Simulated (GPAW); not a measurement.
CoO in GPAW: the effect of starting spin order

Crystal: CoO.

```
Co O
1.0
     3.20444    1.85008    5.13294
    -1.60222    0.92504    2.56647
     0.00000   -1.85008    2.56647
Co O
2 2
Direct
  0.49949 0.99898 0.99898
  0.99949 0.99898 0.99898
  0.37551 0.75102 0.75102
  0.87551 0.75102 0.75102
```

Measurements of this composition are mostly on another form, of space group No. 225.

Alike in all runs:

| Item | Value |
| --- | --- |
| Program | GPAW 26.7.0 |
| Task | single point |
| Functional | PBEsol |
| Potentials or basis | PAW data sets generated in the run's folder for this functional |
| Cutoff | 800 eV |
| Basis | pw |
| k mesh | 4 × 7 × 7 |
| Occupations | fermi-dirac, width 0.05 eV |

```csv
starting spin order,spin,starting moments,energy over the lowest run (meV/atom),pressure (GPa),largest force (eV/Å),final net moment (μB),final largest site moment (μB)
nm,no spin polarisation,-,?,?,?,?,?
fm,"collinear spin, ferromagnetic start","[2.0, 2.0, 0.0, 0.0] μB",21.2,-6.7,0.26,5.57,2.34
afm,"collinear spin, antiferromagnetic start","[2.0, -2.0, 0.0, 0.0] μB",0.0,-8.5,0.51,0.00,2.13
fm  larger moments,"collinear spin, ferromagnetic start","[3.5, 3.5, 0.0, 0.0] μB",21.2,-6.7,0.26,5.57,2.34
afm larger moments,"collinear spin, antiferromagnetic start","[3.5, -3.5, 0.0, 0.0] μB",0.0,-8.5,0.51,0.00,2.13
```

Question: What does the run with starting spin order nm give?

Answer: Energy over the lowest run 178.8 meV/atom; pressure -20.5 GPa; largest force 0.20 eV/Å; final net moment 0.00 μB; final largest site moment 0.00 μB.
